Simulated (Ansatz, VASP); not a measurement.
# Two plane-wave programs on CaSe

```xyz
2
Lattice="0.0000 3.3550 3.3550 3.3550 0.0000 3.3550 3.3550 3.3550 0.0000" Properties=species:S:1:pos:R:3 pbc="T T T"
Ca    0.0000    0.0000    0.0000
Se    1.6775    1.6775    1.6775
```

Change from the starting cell: hydrostatic strain +2.3%.

Alike in both runs: task single point; functional PBE; k mesh 6 × 6 × 6; occupations fermi-dirac, width 0.02 eV; no spin polarisation.

|  | VASP | Ansatz |
| --- | --- | --- |
| version | VASP 6.6.1 | Ansatz 0.2.0 |
| potentials or method | VASP PAW PBE potentials, release 64 (Ca_sv, Se) | plane waves, PAW |
| plane-wave cutoff (eV) | 520 | 420 |
| valence electrons in the cell | 16 | 26 |

VASP gave:

```
gap on the k mesh at the Fermi level (eV) : 3.00
pressure (GPa)                            : -1.5
```

**Question.** Estimate Ansatz's values.

**Answer.** gap on the k mesh at the Fermi level (eV): 3.00; pressure (GPa): -1.6.

The two sets of potentials don't hold the same shells in valence.

A k mesh can miss the band edges.
